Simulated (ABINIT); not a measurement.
CoO:

```xyz
2
Lattice="2.8285 0.0000 0.0000 -1.4142 2.4495 0.0000 0.0000 0.0000 2.7217" Properties=species:S:1:pos:R:3 pbc="T T T"
Co    0.0000    0.0000    1.3609
O     1.4142    0.8165    0.0000
```

The cell was built by a generator and needn't be a form met in nature.

Alike in all runs: program ABINIT 10.8.3 (patched build); functional PBE; potentials or basis JTH PAW PBE v2.0; cutoff 707 eV; k mesh 11 × 11 × 10; occupations fermi-dirac, width 0.05 eV.

The same cell was started in several ways:

```tsv
start	free energy over the lowest (meV/atom)	net moment (μB)	site or absolute moments (μB)	gap
collinear spin, ferromagnetic start of up to 2 μB (run 3 of the same settings)	294.2	0.00	-	none (metal or under the smearing width)
collinear spin, ferromagnetic start of up to 5 μB	0.0	3.00	Co +2.57; O +0.38	none (metal or under the smearing width)
collinear spin, ferromagnetic start of up to 2 μB (run 1 of the same settings)	0.0	3.00	Co +2.57; O +0.38	none (metal or under the smearing width)
```

The spin-polarised runs without a constraint all converged, yet they end up to 294 meV/atom apart: a converged run can sit in a state that isn't the lowest. A still lower state may exist.

Caveats: semilocal functionals often make such compounds metallic where correlation or magnetic order opens a gap, which also shifts bond lengths; a cell with one magnetic atom can't hold antiferromagnetic order, which such compounds often take (some runs); the starting moments collapsed, and a magnetic state may lie lower (some runs).
